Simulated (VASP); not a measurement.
A run of VASP 6.6.1:

Contents of INCAR:

```
ALGO = Normal
BPARAM = 11.95
CPARAM = 0.0093
EDIFF = 1E-7
EDIFFG = -0.01
ENCUT = 600
IBRION = 2
ISIF = 3
ISMEAR = 1
IVDW_NL = 2
LASPH = T
LCHARG = F
LMIXTAU = T
LREAL = F
LUSE_VDW = T
LWAVE = F
METAGGA = R2SCAN
NELM = 60
NSW = 60
PREC = Accurate
SIGMA = 0.1
```

Contents of KPOINTS:

```
k-points
0
Gamma
  12 12 12
```

The input POSCAR:

```
Mo
1.0
   -1.5838089719      1.5838089719      1.5838089719
    1.5838089719     -1.5838089719      1.5838089719
    1.5838089719      1.5838089719     -1.5838089719
Mo
1
Direct
    0.0000000000      0.0000000000      0.0000000000
```

Potentials or basis: VASP PAW PBE potentials, release 64 (Mo_sv).

Command:

```console
$ cat potpaw_PBE.64/Mo_sv/POTCAR > POTCAR
$ mpirun -np 1 vasp_std > vasp.out
```

Hardware: 1 thread of Intel(R) Xeon(R) 6975P-C (Granite Rapids), on a shared host.

Problem. Estimate the wall time of this run.

Solution. It took 2.1 min on 1 thread of Intel(R) Xeon(R) 6975P-C (Granite Rapids), on a shared host, peak memory 0.22 GiB. Counts: scf iterations 45, k points 72, ion steps 3.
